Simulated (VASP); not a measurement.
Input of a VASP 6.6.1 run:

The input INCAR:

```
SYSTEM = MgS
PREC = Accurate
ENCUT = 600
EDIFF = 1E-6
ISMEAR = -1
SIGMA = 0.1
LREAL = .FALSE.
LASPH = .TRUE.
NELM = 100
ALGO = Normal
ISIF = 3
LWAVE = .FALSE.
LCHARG = .FALSE.
GGA = PE
IVDW = 21
IBRION = 2
NSW = 40
EDIFFG = -0.02
```

File KPOINTS:

```
regular mesh
0
G
  8 8 8
  0 0 0
```

The input POSCAR:

```
MgS
1.0
    0.0000000000      2.8704022176      2.8704022176
    2.8704022176      0.0000000000      2.8704022176
    2.8704022176      2.8704022176      0.0000000000
S Mg
1 1
Direct
    0.2500000000      0.2500000000      0.2500000000
    0.0000000000      0.0000000000      0.0000000000
```

Potentials or basis: VASP PAW PBE potentials, release 64 (S, Mg_pv).

The run is started by

```sh
$ cat potpaw_PBE.64/S/POTCAR potpaw_PBE.64/Mg_pv/POTCAR > POTCAR
$ mpirun -np 1 vasp_std > vasp.out
```

(1) Estimate the band gap on the k mesh.

(2) What does it give for the dispersion energy per atom?

## Answers

(1) 3.47 eV, direct.

(2) -0.090 eV.
